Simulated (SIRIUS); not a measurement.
Set up this calculation in SIRIUS 7.12.0, as the native input.

```yaml
Task: single point
Functional: PBE
Potentials_or_basis: all-electron FP-LAPW
Cutoff: 163 eV
Basis: apw+lo standard
k_mesh: 8 × 8 × 5
Occupations: fermi-dirac, width 0.05 eV
Spin: no spin polarisation
Muffin_tin_radii: Y 2.54 bohr
Basis_cutoff_gk_cutoff: 3.46 1/bohr
Cutoff_of_density_and_potential_pw_cutoff: 20 1/bohr
lmax_of_the_basis: 10
lmax_of_density_and_potential: 8
Valence_relativity: iora
Core_states: Y 1s2s2p3s3p
Local_orbitals_radial_functions: Y 14
Reference_energy_of_the_basis: 0.23 Ha
Smallest_sphere_radius_times_basis_cutoff: 8.79
Start_of_the_SCF: LDA density
```

Y:

```
CELL_PARAMETERS angstrom
3.64740 0.00000 0.00000
-1.82370 3.15874 0.00000
0.00000 0.00000 5.73060
ATOMIC_POSITIONS crystal
Y 0.67008 0.32178 0.75123
Y 0.33051 0.67413 0.25563
```

The cell isn't the ideal one: atoms moved at random.

One way to write it, as run:

sirius.json

```json
{
  "control": {
    "processing_unit": "cpu",
    "std_evp_solver_name": "lapack",
    "gen_evp_solver_name": "lapack",
    "verbosity": 2,
    "print_forces": true,
    "ortho_rf": true,
    "use_second_variation": true,
    "rmt_max": 3.0,
    "num_bands_to_print": 24,
    "save_wf": true
  },
  "parameters": {
    "electronic_structure_method": "full_potential_lapwlo",
    "xc_functionals": ["XC_GGA_X_PBE", "XC_GGA_C_PBE"],
    "core_relativity": "dirac",
    "valence_relativity": "iora",
    "num_fv_states": 32,
    "smearing": "fermi_dirac",
    "smearing_width": 0.0018374661,
    "pw_cutoff": 20,
    "gk_cutoff": 3.46,
    "lmax_apw": 10,
    "lmax_rho": 8,
    "lmax_pot": 8,
    "num_mag_dims": 0,
    "auto_rmt": 0,
    "ngridk": [8, 8, 5],
    "shiftk": [0, 0, 0],
    "num_dft_iter": 80,
    "energy_tol": 1e-07,
    "density_tol": 1e-05,
    "use_symmetry": true
  },
  "settings": {"tol_ne": 1e-10},
  "iterative_solver": {"type": "exact"},
  "mixer": {"type": "anderson", "beta": 0.5, "max_history": 8},
  "unit_cell": {
    "lattice_vectors": [[6.892587067, 0.0, 0.0], [-3.4462935335, 5.9691554979, 0.0], [0.0, 0.0, 10.8292645298]],
    "atom_types": ["Y"],
    "atom_files": {"Y": "Y.json"},
    "atoms": {"Y": [[0.670077, 0.32178, 0.751229], [0.330506, 0.674134, 0.255633]]}
  }
}
```

Y.json

```json
{
  "name": "yttrium",
  "symbol": "Y",
  "number": 39,
  "mass": 88.90585,
  "rmin": 1e-06,
  "rmt": 2.54,
  "nrmt": 800,
  "rinf": 18.73,
  "core": "1s2s2p3s3p",
  "valence": [
    {"basis": [{"enu": 0.03, "dme": 0, "n": 0, "auto": 0}, {"enu": 0.03, "dme": 1, "n": 0, "auto": 0}]},
    {"l": 0, "n": 1, "basis": [{"enu": 0.13, "dme": 0, "n": 0, "auto": 0}]},
    {"l": 1, "n": 2, "basis": [{"enu": 0.13, "dme": 0, "n": 0, "auto": 0}]},
    {"l": 2, "n": 3, "basis": [{"enu": 0.13, "dme": 0, "n": 0, "auto": 0}]},
    {"l": 3, "n": 4, "basis": [{"enu": 0.13, "dme": 0, "n": 0, "auto": 0}]}
  ],
  "lo": [
    {"l": 0, "basis": [{"enu": 0.13, "dme": 0, "n": 0, "auto": 0}, {"enu": 0.13, "dme": 1, "n": 0, "auto": 0}]},
    {
      "l": 0,
      "basis": [{"enu": -1.5325, "dme": 0, "n": 4, "auto": 1}, {"enu": -1.5325, "dme": 1, "n": 4, "auto": 1}]
    },
    {
      "l": 0,
      "basis": [{"enu": -1.5325, "dme": 1, "n": 4, "auto": 1}, {"enu": 0.13, "dme": 0, "n": 0, "auto": 0}]
    },
    {"l": 0, "basis": [{"enu": 0.13, "dme": 0, "n": 0, "auto": 0}, {"enu": 2.61, "dme": 0, "n": 0, "auto": 0}]},
    {"l": 1, "basis": [{"enu": 0.13, "dme": 0, "n": 0, "auto": 0}, {"enu": 0.13, "dme": 1, "n": 0, "auto": 0}]},
    {
      "l": 1,
      "basis": [{"enu": -0.7989, "dme": 0, "n": 4, "auto": 1}, {"enu": -0.7989, "dme": 1, "n": 4, "auto": 1}]
    },
    {
      "l": 1,
      "basis": [{"enu": -0.7989, "dme": 1, "n": 4, "auto": 1}, {"enu": 0.13, "dme": 0, "n": 0, "auto": 0}]
    },
    {"l": 1, "basis": [{"enu": 0.13, "dme": 0, "n": 0, "auto": 0}, {"enu": 2.982, "dme": 0, "n": 0, "auto": 0}]},
    {"l": 2, "basis": [{"enu": 0.13, "dme": 0, "n": 0, "auto": 0}, {"enu": 0.13, "dme": 1, "n": 0, "auto": 0}]},
    {
      "l": 2,
      "basis": [{"enu": -5.3386, "dme": 0, "n": 3, "auto": 1}, {"enu": -5.3386, "dme": 1, "n": 3, "auto": 1}]
    },
    {
      "l": 2,
      "basis": [{"enu": -5.3386, "dme": 1, "n": 3, "auto": 1}, {"enu": 0.13, "dme": 0, "n": 0, "auto": 0}]
    },
    {"l": 2, "basis": [{"enu": 0.13, "dme": 0, "n": 0, "auto": 0}, {"enu": 3.354, "dme": 0, "n": 0, "auto": 0}]},
    {"l": 3, "basis": [{"enu": 0.13, "dme": 0, "n": 0, "auto": 0}, {"enu": 0.13, "dme": 1, "n": 0, "auto": 0}]},
    {"l": 3, "basis": [{"enu": 0.13, "dme": 0, "n": 0, "auto": 0}, {"enu": 2.827, "dme": 0, "n": 0, "auto": 0}]}
  ],
  "free_atom": [... radial grid and density of the free atom, the start of the SCF ...]
}
```

sirius_start.json

```json
{
  "control": {
    "processing_unit": "cpu",
    "std_evp_solver_name": "lapack",
    "gen_evp_solver_name": "lapack",
    "verbosity": 1,
    "print_forces": false,
    "ortho_rf": true,
    "use_second_variation": true,
    "rmt_max": 3.0,
    "num_bands_to_print": 24,
    "save_wf": false
  },
  "parameters": {
    "electronic_structure_method": "full_potential_lapwlo",
    "xc_functionals": ["XC_LDA_X", "XC_LDA_C_PW"],
    "core_relativity": "dirac",
    "valence_relativity": "iora",
    "num_fv_states": 32,
    "smearing": "fermi_dirac",
    "smearing_width": 0.0055123983,
    "pw_cutoff": 20,
    "gk_cutoff": 2.77,
    "lmax_apw": 10,
    "lmax_rho": 8,
    "lmax_pot": 8,
    "num_mag_dims": 0,
    "auto_rmt": 0,
    "ngridk": [3, 3, 2],
    "shiftk": [0, 0, 0],
    "num_dft_iter": 30,
    "energy_tol": 0.01,
    "density_tol": 0.05,
    "use_symmetry": true
  },
  "settings": {"tol_ne": 1e-10},
  "iterative_solver": {"type": "exact"},
  "mixer": {"type": "anderson", "beta": 0.5, "max_history": 8},
  "unit_cell": {
    "lattice_vectors": [[6.892587067, 0.0, 0.0], [-3.4462935335, 5.9691554979, 0.0], [0.0, 0.0, 10.8292645298]],
    "atom_types": ["Y"],
    "atom_files": {"Y": "Y.json"},
    "atoms": {"Y": [[0.670077, 0.32178, 0.751229], [0.330506, 0.674134, 0.255633]]}
  }
}
```

Potentials or basis: all-electron FP-LAPW, apw+lo standard.

Launch:

```bash
$ OMP_NUM_THREADS=1 sirius.scf --input=sirius_start.json --output=start.json
$ OMP_NUM_THREADS=1 sirius.scf --input=sirius.json --output=output.json --task=1
```

Results of the run:

The largest force is 0.123 eV/Å and the band gap on the k mesh is none (metal or under the smearing width). The all electrons inside the program's atomic spheres are Y 36.67 (radii Y 2.54 bohr).

Wall time 4 min on 1 thread of Arm Neoverse V2 (shared host), peak memory 0.98 GiB.
